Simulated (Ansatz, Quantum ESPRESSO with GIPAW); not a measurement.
# Assigning the 17O lines of Al2O3

The values are calculated: DFT, PBEsol, plane-wave PAW (pslibrary 1.0.0 recipes), scalar-relativistic, GIPAW shieldings (Quantum ESPRESSO with GIPAW, a patched development version); field gradients by Ansatz. Shieldings are without the macroscopic shape term, which is common to all sites.

```
CELL_PARAMETERS angstrom
2.88432 0.00000 0.00000
-1.44216 2.49790 0.00000
0.00000 0.00000 9.33675
ATOMIC_POSITIONS crystal
Al 0.00000 0.00000 0.85150
Al 0.00000 0.00000 0.14850
O 0.33333 0.66667 0.77987
O 0.66667 0.33333 0.00000
O 0.33333 0.66667 0.22013
```

The cell is a computed entry of the Materials Project; it need not be the form that is stable at ambient conditions. The coordinates shown are those after relaxation (atoms relaxed).

The O sites:

| site | atom no. | atoms in cell | site symmetry | surroundings | bonds (Å) |
| --- | --- | --- | --- | --- | --- |
| O(1) | 3 | 2 | 3m | bound to Al3 | 1.795 |
| O(2) | 4 | 1 | -6m2 | bound to Al6 | 2.167 |

The lines, in order of position:

| line | σ_iso (ppm) | relative area | span (ppm) | skew | \|C_Q\| (MHz) | η_Q |
| --- | --- | --- | --- | --- | --- | --- |
| A | 185.1 | 2 | 10.3 | -1.00 | 2.81 | 0.00 |
| B | 77.6 | 1 | 29.1 | -1.00 | 0.78 | 0.00 |

Simulated spectrum: 17O static powder, 9.4 T (54.3 MHz), central transition to second order, lines broadened by 3.6 ppm; the axis counts ppm from the isotropic position of the most shielded site, as −Δσ; rigid lattice, with dipolar and J couplings and satellite transitions left out.

offset (ppm), intensity and a bar:
```
    148.3       0.00 
    141.4       0.00 
    134.5       0.00 
    127.7       0.03 #
    121.3       0.11 ###
    114.5       0.16 #####
    107.6       0.27 ########
    101.3       0.98 #############################
    100.8       1.00 ##############################
     94.4       0.02 #
     87.6       0.01 
     81.2       0.00 
     74.4       0.00 
     67.5       0.00 
     60.6       0.00 
     54.3       0.00 
     47.4       0.00 
     40.6       0.00 
     34.2       0.01 
     27.4       0.27 ########
     25.8       0.40 ############
     20.5       0.22 #######
     14.2       0.16 #####
      7.3       0.15 ####
      0.5       0.16 #####
     -6.4       0.15 #####
    -12.7       0.15 #####
    -19.6       0.16 #####
    -26.4       0.17 #####
    -32.8       0.19 ######
    -39.6       0.23 #######
    -46.5       0.35 ###########
    -50.2       0.57 #################
    -52.8       0.25 #######
    -59.7       0.01 
    -66.6       0.00 
    -72.9       0.00
```

Most prominent maxima (ppm: height): 100.8: 1.00, 25.8: 0.40, -50.2: 0.57.

**Question.** Which site gives which line?

The calculated assignment is A is O(1) (bound to Al3); B is O(2) (bound to Al6). The areas settle A and B, whose multiplicities are unique.

[Banner, clock, file and message-heading lines were taken out of the pw.x and gipaw.x logs.]

[Logs are printed without paths, hosts, clocks, repeated set-up lines and the standing remarks that a program may print on its own settings, such as how far it seeks lower states.]

[Hosts, paths, dates, database ids (printed as entryN), source tags and the programs' standing remarks are cut or masked in the printed files.]
